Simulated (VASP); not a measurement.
Write the native input for VASP 6.6.1 that does the following.

| Quantity | Value |
| --- | --- |
| Task | relaxation of cell and atoms |
| Functional | rev-vdW-DF2 |
| Potentials or basis | VASP PAW PBE potentials, release 64 (Mg) |
| Cutoff | 600 eV |
| k mesh | 10 × 10 × 5 |
| Occupations | fermi-dirac, width 0.05 eV |
| Spin | no spin polarisation |
| Further INCAR settings | ALGO = Fast; EDIFF = 1e-07; IBRION = 2; EDIFFG = -0.02; NSW = 60; ISIF = 3 |

The structure of Mg lies in POSCAR:

```
Mg
1.0
    3.2093000000      0.0000000000      0.0000000000
   -1.6046500000      2.7793353284      0.0000000000
    0.0000000000      0.0000000000      5.2103000000
Mg
2
Direct
    0.6666666667      0.3333333333      0.7500000000
    0.3333333333      0.6666666667      0.2500000000
```

The input as run:

INCAR

```
PREC = Accurate
ENCUT = 600
EDIFF = 1E-7
ISMEAR = -1
SIGMA = 0.05
LREAL = False
LASPH = True
NELM = 80
ALGO = Fast
ISIF = 3
LWAVE = False
LCHARG = False
GGA = MK
LUSE_VDW = True
AGGAC = 0.0
PARAM1 = 0.1234
PARAM2 = 0.711357
ZAB_VDW = -1.8867
IBRION = 2
NSW = 60
EDIFFG = -0.02
```

KPOINTS

```
regular mesh
0
Gamma
  10 10 5
```

Potentials or basis: VASP PAW PBE potentials, release 64 (Mg).

The run is started by

```sh
$ cat potpaw_PBE.64/Mg/POTCAR > POTCAR
$ mpirun -np 1 vasp_std > vasp.out
```

Results of the run:

```
Relaxed volume                         : 22.69 Å³/atom
Relaxed cell                           : a = 3.152 Å, b = 3.152 Å, c = 5.273 Å, α = 90.00°, β = 90.00°, γ = 120.00°
Space group after relaxing (to 0.05 Å) : P6_3/mmc (No. 194)
Energy gained by relaxing              : 4.1 meV/atom
Ionic steps                            : 6
Pressure after relaxing                : 0.0 GPa
Band gap on the k mesh                 : none (metal or under the smearing width)
```

Caveat: the PAW data sets were made with another functional, which shifts forces and pressure a little.

It took 2.3 min on 1 thread of Intel(R) Xeon(R) 6975P-C (Granite Rapids), with other jobs on the host, peak memory 0.4 GiB.
